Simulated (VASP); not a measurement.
Calculation: optB88-vdW, VASP's PBE PAW potentials (set 64) (plane waves; VASP).

VASP ran on this input.

File POSCAR:
```
ZrO2
2.5555420
  0.0000000000   1.0000001301   1.0000001301
  1.0000001301   0.0000000000   1.0000001301
  1.0000001301   1.0000001301   0.0000000000
Zr O
1 2
direct
  0.0000000000   0.0000000000   0.0000000000
  0.2500000000   0.2500000000   0.2500000000
  0.7500000000   0.7500000000   0.7500000000
```

**KPOINTS**
```
Automatic mesh
0
Gamma
8 8 8
0 0 0
```

### INCAR
```
SYSTEM = ZrO2
PREC = Accurate
ENCUT = 520
EDIFF = 1E-7
NELM = 100
ALGO = Normal
LREAL = .FALSE.
LASPH = .TRUE.
ISMEAR = -5
GGA = BO
PARAM1 = 0.1833333333
PARAM2 = 0.22
LUSE_VDW = .TRUE.
AGGAC = 0.0
LMAXMIX = 4
LWAVE = .FALSE.
LCHARG = .TRUE.
LORBIT = 11
NEDOS = 601
ISIF = 2
LEFG = .TRUE.
```

POTCAR, in this order: Zr_sv O (PBE.64 set). Program: vasp_std.

Output

### OSZICAR
```
       N       E                     dE             d eps       ncg     rms          rms(c)
DAV:   1     0.199467628935E+03    0.19947E+03   -0.14724E+04   936   0.154E+03
DAV:   2    -0.218852225725E+02   -0.22135E+03   -0.21782E+03  1200   0.389E+02
DAV:   3    -0.298366255818E+02   -0.79514E+01   -0.79453E+01  1344   0.754E+01
DAV:   4    -0.300377309811E+02   -0.20111E+00   -0.20108E+00  1320   0.957E+00
DAV:   5    -0.300418699826E+02   -0.41390E-02   -0.41390E-02  1192   0.995E-01    0.243E+01
DAV:   6    -0.232267334818E+02    0.68151E+01   -0.40007E+01  1032   0.485E+01    0.952E+00
DAV:   7    -0.231680019912E+02    0.58731E-01   -0.15617E+00  1256   0.103E+01    0.605E+00
DAV:   8    -0.231316380929E+02    0.36364E-01   -0.18214E-01  1224   0.445E+00    0.451E-01
DAV:   9    -0.231320668687E+02   -0.42878E-03   -0.14576E-02  1240   0.876E-01    0.323E-01
DAV:  10    -0.231328491322E+02   -0.78226E-03   -0.45245E-03  1248   0.694E-01    0.136E-01
DAV:  11    -0.231328254574E+02    0.23675E-04   -0.13347E-03  1120   0.301E-01    0.109E-01
DAV:  12    -0.231327846442E+02    0.40813E-04   -0.21251E-04  1104   0.113E-01    0.343E-03
DAV:  13    -0.231327851986E+02   -0.55439E-06   -0.45988E-06  1120   0.184E-02    0.185E-03
DAV:  14    -0.231327854226E+02   -0.22400E-06   -0.63676E-07  1112   0.622E-03    0.571E-03
DAV:  15    -0.231327852989E+02    0.12366E-06   -0.18247E-07   856   0.449E-03    0.584E-04
DAV:  16    -0.231327852994E+02   -0.45611E-09   -0.11183E-08   640   0.932E-04
   1 F= -.23132785E+02 E0= -.23132785E+02  d E =0.000000E+00
```

**OUTCAR**
```
------------------------ aborting loop because EDIFF is reached ----------------------------------------
  FORCE on cell =-STRESS in cart. coord.  units (eV):
  Direction    XX          YY          ZZ          XY          YZ          ZX
  --------------------------------------------------------------------------------------
  Total       -0.0085949     -0.0085949     -0.0085949     -0.0000000     -0.0000000      0.0000000
  in kB       -0.4125440     -0.4125440     -0.4125440     -0.0000000     -0.0000000      0.0000000
  external PRESSURE =      -0.4125440 kB  Pullay stress =       0.0000000 kB
  volume of cell :       33.38
      direct lattice vectors                 reciprocal lattice vectors
     0.000000000  2.555542332  2.555542332    -0.195653186  0.195653186  0.195653186
     2.555542332  0.000000000  2.555542332     0.195653186 -0.195653186  0.195653186
     2.555542332  2.555542332  0.000000000     0.195653186  0.195653186 -0.195653186
 POSITION                                       TOTAL-FORCE (eV/Angst)
 -----------------------------------------------------------------------------------
      0.00000      0.00000      0.00000         0.000000     -0.000000      0.000000
      1.27777      1.27777      1.27777        -0.000000     -0.000000      0.000000
      3.83331      3.83331      3.83331        -0.000000      0.000000     -0.000000
 -----------------------------------------------------------------------------------
    total drift:                                0.000000      0.000000      0.000000
  FREE ENERGIE OF THE ION-ELECTRON SYSTEM (eV)
  ---------------------------------------------------
  free  energy   TOTEN  =       -23.1327852994 eV

  energy  without entropy=      -23.1327852994  energy(sigma->0) =      -23.13278530

 total charge

# of ion       s       p       d       tot
------------------------------------------
    1        2.164   6.045   1.282   9.491
    2        1.556   3.541   0.000   5.097
    3        1.556   3.541   0.000   5.097
--------------------------------------------------
tot          5.276  13.127   1.282  19.686

 Electric field gradients after diagonalization (V/A^2)
 (convention: |V_zz| > |V_xx| > |V_yy|)
----------------------------------------------------------------------
 ion       V_xx      V_yy      V_zz     asymmetry (V_yy - V_xx)/ V_zz
----------------------------------------------------------------------
   1      -0.000    -0.000     0.000       0.000
   2       0.001     0.001    -0.002       0.000
   3       0.001     0.001    -0.002       0.000
```
(Selected blocks of OUTCAR.)

**OUTCAR**
```
 val. band max:        6.8891506558   @ k =   0.5000   0.5000   0.0000

 cond. band min:      10.2351319013   @ k =   0.0000   0.0000   0.0000


 Fermi energy:         6.9722202977

 k-point     1 :       0.0000    0.0000    0.0000
  band No.  band energies     occupation
      1     -41.3058      2.00000
      2     -19.1098      2.00000
      3     -19.1098      2.00000
      4     -19.1098      2.00000
      5     -11.1412      2.00000
      6      -8.6262      2.00000
      7       1.7838      2.00000
      8       1.7838      2.00000
      9       1.7838      2.00000
     10       6.3612      2.00000
     11       6.3612      2.00000
     12       6.3612      2.00000
     13      10.2351      0.00000
     14      10.2351      0.00000
     15      13.4463      0.00000
     16      16.0919      0.00000

 k-point     2 :       0.1250    0.0000    0.0000
  band No.  band energies     occupation
      1     -41.2995      2.00000
      2     -19.2117      2.00000
      3     -19.1194      2.00000
      4     -19.1194      2.00000
      5     -10.9345      2.00000
      6      -8.7783      2.00000
      7       1.9303      2.00000
      8       1.9303      2.00000
      9       2.1890      2.00000
     10       6.0018      2.00000
     11       6.0918      2.00000
     12       6.0918      2.00000
     13      10.5064      0.00000
     14      10.5064      0.00000
     15      13.9024      0.00000
     16      15.6012      0.00000

 k-point     3 :       0.2500    0.0000    0.0000
  band No.  band energies     occupation
      1     -41.2843      2.00000
      2     -19.4426      2.00000
      3     -19.1425      2.00000
      4     -19.1425      2.00000
      5     -10.4836      2.00000
      6      -9.0565      2.00000
      7       2.2900      2.00000
      8       2.2900      2.00000
      9       3.1441      2.00000
     10       5.2844      2.00000
     11       5.6154      2.00000
     12       5.6154      2.00000
     13      10.8966      0.00000
...
```

The compound is ZrO2 in the fluorite structure, the high-temperature cubic form, which is unstable at 0 K; the monoclinic form is the stable one. It was relaxed first.
